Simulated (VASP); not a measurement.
## Ti: relaxation of shape and atoms at fixed volume with PBE+D3(BJ)

Ti:

```
Ti
1.0
     2.86714    0.00000    0.00000
    -1.43357    2.48301    0.00000
     0.00000    0.00000    4.53021
Ti
2
Cartesian
  0.0000 1.6553 1.1326
  1.4336 0.8277 3.3977
```

The cell isn't the ideal one: a relaxed cell with its volume scaled by 0.98.

```yaml
Program: VASP 6.6.1
Task: relaxation of shape and atoms at fixed volume
Functional: PBE
Dispersion: D3(BJ)
Potentials_or_basis: VASP PAW PBE potentials, release 64 (Ti_sv)
Cutoff: 600 eV
k_mesh: 15 × 15 × 8
Occupations: methfessel-paxton, width 0.1 eV
Spin: no spin polarisation
Further_INCAR_settings: ALGO = Normal; EDIFF = 1e-07; IBRION = 2; EDIFFG = -0.01; NSW = 40; ISIF = 4
```

| Property | Result |
| --- | --- |
| Pressure after relaxing | 2.5 GPa |
| Band gap on the k mesh | none (metal or under the smearing width) |
| Dispersion energy per atom | -0.650 eV |

Final structure:
```yaml
crystal:
  lattice:
    - [2.86714, 0.00000, 0.00000]
    - [-1.43357, 2.48301, 0.00000]
    - [0.00000, 0.00000, 4.53021]
  atoms:
    - { symbol: Ti, position: [0.33333, 0.66667, 0.25000] }
    - { symbol: Ti, position: [0.66667, 0.33333, 0.75000] }
```

Levels at points of the mesh, in eV from the Fermi level:
```
           k point  band 9  band 10  band 11  band 12  band 13  band 14  band 15  band 16
(0.00, 0.00, 0.00)   -6.40    -2.90     0.79     0.79     0.94     1.00     1.35     1.35
(0.00, 0.00, 0.50)   -4.43    -4.43     0.07     0.07     0.69     0.69     0.69     0.69
```

Run time: 54 s on 1 thread of Intel(R) Xeon(R) Platinum 8488C (Sapphire Rapids), on a shared host, peak memory 0.21 GiB.

Caveat: the relaxation stopped at its first step, so nothing moved; pairwise dispersion overbinds metals, which lowers pressure and volume.
